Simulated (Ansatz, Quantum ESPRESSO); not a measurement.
# Si(111), Cl on both faces: the gap along the path at a withheld member of a series

Method. Quantum ESPRESSO 7.5, PBE, GBRV ultrasoft. All atoms relax in a periodic cell with 16 Å of vacuum in the starting cell; runs with a sawtooth field of 0 and 0.1 V/Å and a dipole correction follow on the relaxed atoms, and bands along a path. Fermi-Dirac smearing of 0.002 Ry. The slabs take the lattice constants of the bulk relaxed by the same program. The series steps the number of bilayers.

| number of bilayers | gap along the path (eV) |
| --- | --- |
| 2 bilayers | 1.151 |
| 3 bilayers | 0.964 |
| 4 bilayers | 0.882 |
| 5 bilayers | 0.830 |
| 6 bilayers | 0.799 |
| 7 bilayers | 0.777 |
| 8 bilayers | 0.755 |

To predict: What is the gap along the path at 10 bilayers?

By hand: The rows at 7 bilayers and 8 bilayers give a slope of (0.755 − (0.777))/(8 − (7)) = −0.022, so a straight line gives 0.711 eV. A parabola through these and the row at 6 bilayers gives 0.711 eV.

**The withheld run.** 0.719 eV. The line misses by −0.008 and the parabola by −0.008 eV.

Caveats: Semilocal gaps are too small; no spin-orbit coupling; every broken bond is capped, which crowds large atoms; the ions are held in the field.
